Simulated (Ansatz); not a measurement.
KBr (started from an entry of an open crystallographic database) was relaxed with 5 functionals in Ansatz, cell and atoms free, the symmetry of the start kept (meshes: PBE 6×6×6, r2SCAN 6×6×6, PBEsol 6×6×6, LDA 6×6×6, HSE06 4×4×4). Spin-unpolarised throughout; all numbers are computed.

The PBEsol result:
```xyz
2
Lattice="0.0000 3.2757 3.2757 3.2757 0.0000 3.2757 3.2757 3.2757 0.0000" Properties=species:S:1:pos:R:3 pbc="T T T"
K     0.0000    0.0000    0.0000
Br    3.2757    3.2757    3.2757
```

It is cubic, Fm-3m (No. 225); conventional cell a = 6.551 Å, 35.15 Å³ an atom. K has 6 Br at 3.28 Å; Br has 6 K at 3.28 Å.

Q: Order the functionals by the relaxed volume, smallest first.
A. HSE06
B. PBE
C. r2SCAN
D. PBEsol
E. LDA

A: E (32.35 Å³/atom), D (35.15 Å³/atom), C (36.02 Å³/atom), A (37.00 Å³/atom), B (37.61 Å³/atom).

Q: What lattice does LDA give?

A: a = 6.373 Å; the volume differs by -8.0 % from PBEsol's. Around K lie 6 Br at 3.19 Å; around Br lie 6 K at 3.19 Å.

Q: How does the cell change with r2SCAN?

A: a = 6.605 Å; the volume differs by +2.5 % from PBEsol's. K has 6 Br at 3.30 Å; Br has 6 K at 3.30 Å.

Q: Held at the r2SCAN cell, what mean stress do LDA and PBE find, and does its sign point to their own minimum?

A: Yes. LDA -1.67 GPa, and its relaxed volume is -10.2 % from r2SCAN's; PBE +0.68 GPa, and its relaxed volume is +4.4 % from r2SCAN's. Compression counts positive, so a positive stress asks for a larger cell.
